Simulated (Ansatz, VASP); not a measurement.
# One calculation of Na, two programs

```xyz
1
Lattice="-2.1150 2.1150 2.1150 2.1150 -2.1150 2.1150 2.1150 2.1150 -2.1150" Properties=species:S:1:pos:R:3 pbc="T T T"
Na    0.0000    0.0000    0.0000
```

Alike in both runs: task single point; functional PBEsol; k mesh 12 × 12 × 12; occupations gaussian, width 0.05 eV; no spin polarisation.

|  | VASP | Ansatz |
| --- | --- | --- |
| version | VASP 6.6.1 | Ansatz 0.2.0 |
| potentials or method | VASP PAW PBE potentials, release 64 (Na_pv) | scalar-relativistic, plane waves, PAW |
| plane-wave cutoff (eV) | 520 | 420 |
| valence electrons in the cell | 7 | 9 |

```tsv
	VASP	Ansatz	Ansatz less VASP
gap on the k mesh at the Fermi level (eV)	none	none	-
pressure (GPa)	-0.3	-0.3	0.00
```

A gap of «none» marks a metal or a gap that the smearing closes. The two sets of potentials don't hold the same shells in valence.

Caveats: the PAW data sets were made with another functional, which shifts forces and pressure a little (VASP).
